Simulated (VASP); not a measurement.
**A VASP 6.6.1 single-point calculation on Ge**

INCAR

```
LWAVE = .FALSE.
NSW = 0
GGA = PE
EDIFF = 1E-7
NELM = 96
LASPH = .TRUE.
PREC = Accurate
ISMEAR = 0
IVDW = 12
LREAL = .FALSE.
ENCUT = 520
LCHARG = .FALSE.
ISIF = 2
NBANDS = 21
IBRION = -1
SIGMA = 0.1
```

KPOINTS

```
KPOINTS created by Atomic Simulation Environment
0
Gamma
8 8 8
0 0 0
```

POSCAR

```
Ge
 1.0000000000000000
     0.0000000000000000    2.6950298364999998    2.9343236711000000
     2.6950298364999998    0.0000000000000000    2.9343236711000000
     2.6950298364999998    2.6950298364999998    0.0000000000000000
 Ge
   2
Cartesian
  0.0000000000000000  0.0000000000000000  0.0000000000000000
  1.3475149182499997  1.3475149182499997  1.4671618355500000
```

The recommended PBE PAW datasets give the neutral cell 28 valence electrons.

Command

```
mpirun -np 1 vasp_std
```

Question: How does this run end, and what does it give?

Answer: It converged. Results: gap between bands v and c on the k mesh -0.04 eV (bands overlap: a metal); least direct gap on the k mesh 0.26 eV; pressure 6.2 GPa. Band v is the last that the valence electrons fill when counted band by band, and c is the next.

OSZICAR

```
N       E                     dE             d eps       ncg     rms          rms(c)
DAV:   1     0.184491956147E+03    0.18449E+03   -0.14505E+04  2815   0.373E+03
DAV:   2     0.173604263257E+02   -0.16713E+03   -0.16200E+03  2488   0.615E+02
DAV:   3    -0.814601209392E+01   -0.25506E+02   -0.25322E+02  2838   0.141E+02
DAV:   4    -0.894111255509E+01   -0.79510E+00   -0.79461E+00  2871   0.291E+01
DAV:   5    -0.895356122922E+01   -0.12449E-01   -0.12448E-01  2803   0.394E+00    0.345E+00
DAV:   6    -0.888139655660E+01    0.72165E-01   -0.24488E-02  2904   0.142E+00    0.204E+00
DAV:   7    -0.884449858165E+01    0.36898E-01   -0.56980E-02  2878   0.206E+00    0.149E-01
DAV:   8    -0.884619154737E+01   -0.16930E-02   -0.60686E-03  2798   0.907E-01    0.452E-02
DAV:   9    -0.884631886331E+01   -0.12732E-03   -0.19455E-04  2867   0.164E-01    0.151E-02
DAV:  10    -0.884632537904E+01   -0.65157E-05   -0.21100E-05  3098   0.621E-02    0.650E-03
DAV:  11    -0.884632672340E+01   -0.13444E-05   -0.42187E-06  2798   0.267E-02    0.185E-03
DAV:  12    -0.884632685351E+01   -0.13010E-06   -0.17976E-07  2306   0.391E-03    0.542E-04
DAV:  13    -0.884632681337E+01    0.40140E-07   -0.17603E-08  1744   0.182E-03
   1 F= -.94787513E+01 E0= -.94783612E+01  d E =-.780107E-03
```

For comparison, a separate PBE run of the intended cell, on usual settings and not on those above, gives a gap of -0.04 eV on its mesh and a pressure of 8.7 GPa.
